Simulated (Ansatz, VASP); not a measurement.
This is a calculation of BN for VASP 6.6.1. The cell is a database's computed one, not the measured one.

INCAR

```
AGGAC = 1.0
AGGAX = 1.0
ALDAC = 0.0
ALDAX = 1.0
ALGO = Normal
EDIFF = 1E-7
EDIFFG = -0.01
ENCUT = 600
GGA = B5
IBRION = 2
ISIF = 3
ISMEAR = -1
LASPH = T
LCHARG = F
LREAL = F
LWAVE = F
NELM = 80
NSW = 40
PREC = Accurate
SIGMA = 0.05
```

Contents of KPOINTS:

```
k-points
0
Gamma
  13 13 13
```

Contents of POSCAR:

```
BN
1.0
    0.0000000000      1.8130010000      1.8130010000
    1.8130010000      0.0000000000      1.8130010000
    1.8130010000      1.8130010000      0.0000000000
N B
1 1
Direct
    0.2500000000      0.2500000000      0.2500000000
    0.0000000000      0.0000000000      0.0000000000
```

Potentials or basis: VASP PAW PBE potentials, release 64 (N, B).

Command:

```sh
$ cat potpaw_PBE.64/N/POTCAR potpaw_PBE.64/B/POTCAR > POTCAR
$ mpirun -np 1 vasp_std > vasp.out
```

Set up the same calculation for Ansatz 0.2.0. Potentials or basis there: Ansatz PAW, cutoff 420 eV.

As run (cutoffs and basis follow the program's own potentials, and thresholds, step limits or extra output files can differ):

input.yaml

```yaml
crystal:
  lattice:
    - [0.0, 1.813001, 1.813001]
    - [1.813001, 0.0, 1.813001]
    - [1.813001, 1.813001, 0.0]
  atoms:
    - { symbol: "N", position: [0.25, 0.25, 0.25] }
    - { symbol: B, position: [0.0, 0.0, 0.0] }
hamiltonian:
  xc: blyp
  pseudopotentials: { kind: paw }
kpoints:
  mp_grid: { grid: [13, 13, 13] }
scf:
  occupations: { method: fermi_dirac, width: 0.05 }
output:
  forces: true
  stress: true
  eigenvalues: true
relax:
  f_tol: 0.01
  max_steps: 40
  cell: { stress_tol: 0.05 }
```

Potentials or basis: Ansatz PAW.

Command:

```sh
$ ansatz run input.yaml --threads 1 --pin off --max-ram 3584MiB --backend cpu --events-out ev --progress --plain --runs-dir out
```

Both were run:

|  | VASP | Ansatz |
| --- | --- | --- |
| Relaxed volume | 6.06 Å³/atom | 6.06 Å³/atom |
| Relaxed cell | a = 2.578 Å, b = 2.578 Å, c = 2.578 Å, α = 60.00°, β = 60.00°, γ = 60.00° | a = 2.579 Å, b = 2.579 Å, c = 2.579 Å, α = 60.00°, β = 60.00°, γ = 60.00° |
| Space group after relaxing | F-43m (No. 216) | F-43m (No. 216) |
| Pressure after relaxing | 0.0 GPa | 0.0 GPa |

Ansatz's pressure holds a Pulay term of +1.22 GPa for its cutoff of 420 eV, which the other run lacks.

VASP's potentials were made for PBE. Ansatz's potentials were made for PBE.

Where Ansatz's input types no cutoff or centring, it takes its own default and a Γ-centred mesh.

Pressure is positive in compression.
